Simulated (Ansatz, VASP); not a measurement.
# As: VASP beside Ansatz

File POSCAR:

```
As
1.0
    2.8770503439      0.0000000000      0.0000000000
   -1.4385251719      2.4915986858      0.0000000000
    0.0000000000      0.0000000000      9.7919106603
As
4
Direct
    0.0000000000      1.0000000000      0.0000000000
    0.0000000000      1.0000000000      0.5000000000
    0.3333333333      0.6666666667      0.2500000000
    0.6666666667      0.3333333333      0.7500000000
```

The input INCAR.step1:

```
SYSTEM = As
PREC     = Accurate       ! precision mode
ENCUT    = 520            ! plane-wave cutoff, eV
ISMEAR   = -1             ! smearing method
SIGMA    = 0.1            ! smearing width, eV
LREAL    = .False.        ! projectors in reciprocal space
LASPH    = .True.         ! aspherical terms in the spheres
NELM     = 100            ! most SCF steps
NBANDS   = 18             ! bands
GGA      = PE             ! functional
ALGO     = Normal         ! electronic algorithm
EDIFF    = 1E-4           ! SCF threshold, eV
LWAVE    = .True.         ! write WAVECAR
LCHARG   = .False.        ! write CHGCAR
```

The input INCAR.step2:

```
SYSTEM = As
PREC     = Accurate       ! precision mode
ENCUT    = 520            ! plane-wave cutoff, eV
EDIFF    = 1E-6           ! SCF threshold, eV
ISMEAR   = -1             ! smearing method
SIGMA    = 0.1            ! smearing width, eV
LREAL    = .False.        ! projectors in reciprocal space
LASPH    = .True.         ! aspherical terms in the spheres
NELM     = 100            ! most SCF steps
ALGO     = Normal         ! electronic algorithm
ISIF     = 2              ! what is computed and relaxed
LWAVE    = .False.        ! write WAVECAR
LCHARG   = .False.        ! write CHGCAR
METAGGA  = R2SCAN         ! meta-GGA
LMIXTAU  = .True.       
NBANDS   = 18             ! bands
ISTART   = 1
```

KPOINTS

```
Automatic mesh
0
Gamma
  14 14 4
  0 0 0
```

Input for Ansatz:

```yaml
crystal:
  lattice:
    - [2.8770503439, 0.0, 0.0]
    - [-1.4385251719, 2.4915986858, 0.0]
    - [0.0, 0.0, 9.7919106603]
  atoms:
    - { symbol: As, position: [0.0, 1.0, 0.0] }
    - { symbol: As, position: [0.0, 1.0, 0.5] }
    - { symbol: As, position: [0.3333333333, 0.6666666667, 0.25] }
    - { symbol: As, position: [0.6666666667, 0.3333333333, 0.75] }
hamiltonian:
  xc: r2scan
  pseudopotentials:
    kind: paw
    azcp:
      As: "pseudopotentials/As.paw.azcp"
basis:
  ecutwfc: 500
  fft_grid_basis: typed
kpoints:
  mp_grid: { grid: [14, 14, 4], shift: [0, 0, 0] }
magnetization:
  spin_polarized: false
scf:
  occupations: { method: fermi_dirac, width: 0.1 }
  lower_state_search: "off"
output:
  stress: true
```

Alike in both runs: task single point; functional r2SCAN; k mesh 14 × 14 × 4; occupations fermi-dirac, width 0.1 eV; no spin polarisation.

|  | VASP | Ansatz |
| --- | --- | --- |
| version | VASP 6.6.1 | Ansatz 0.2.0 |
| potentials or method | VASP PAW PBE potentials, release 64 (As) | plane waves (500 eV) with PAW, scalar-relativistic |
| plane-wave cutoff (eV) | 520 | 500 |
| valence electrons in the cell | 20 | 60 |

Ansatz gave:

```
pressure (GPa)                                  : 8.1
largest component of the traceless stress (GPa) : 0.53
```

Q: What did VASP give for the same quantities?

A: Pressure (GPa): 8.1; largest component of the traceless stress (GPa): 0.51.

With one functional, cell and mesh, what is left measures potentials, basis and numerics. The two sets of potentials don't hold the same shells in valence.

Caveats: the PAW data sets were made with another functional, which shifts forces and pressure a little (VASP).
